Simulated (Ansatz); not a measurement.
The system is BeS.

```
CELL_PARAMETERS angstrom
0.00000 2.42500 2.42500
2.42500 0.00000 2.42500
2.42500 2.42500 0.00000
ATOMIC_POSITIONS crystal
S 0.75000 0.75000 0.75000
Be 0.00000 0.00000 0.00000
```

| Quantity | Value |
| --- | --- |
| Program | Ansatz 0.2.0 |
| Task | single point |
| Functional | PBE |
| Potentials or basis | Ansatz PAW |
| Cutoff | 420 eV (not typed: the program's choice for these potentials) |
| k mesh | 9 × 9 × 9 |
| Occupations | fermi-dirac, width 0.05 eV |
| Spin | no spin polarisation |

On this cell: pressure 1.5 GPa; largest force zero by symmetry; band gap on the k mesh 3.20 eV, indirect (least direct gap 5.65 eV).

The same run follows on a disturbed copy (atoms moved at random, drawn with an rms of 0.05 Å):

```
CELL_PARAMETERS angstrom
0.00000 2.42500 2.42500
2.42500 0.00000 2.42500
2.42500 2.42500 0.00000
ATOMIC_POSITIONS crystal
S 0.75462 0.75952 0.73276
Be 0.99751 0.99053 0.00167
```

What does the disturbed cell give?

The energy moves by +10.2 meV/atom; pressure 1.8 GPa; largest force 0.588 eV/Å; band gap on the k mesh 2.97 eV, indirect (least direct gap 5.35 eV).

Forces on the atoms (eV/Å):
```
S    0.053  0.243 -0.533
Be  -0.053 -0.243  0.533
```

Stress tensor (GPa, compression positive):
```
 1.87  1.60 -0.73
 1.60  1.83 -0.20
-0.73 -0.20  1.70
```

Caveats: odd divisions of the mesh miss points on the zone boundary, where band edges often lie, so the gap on the mesh can be too wide.

A k mesh can miss the band edges.
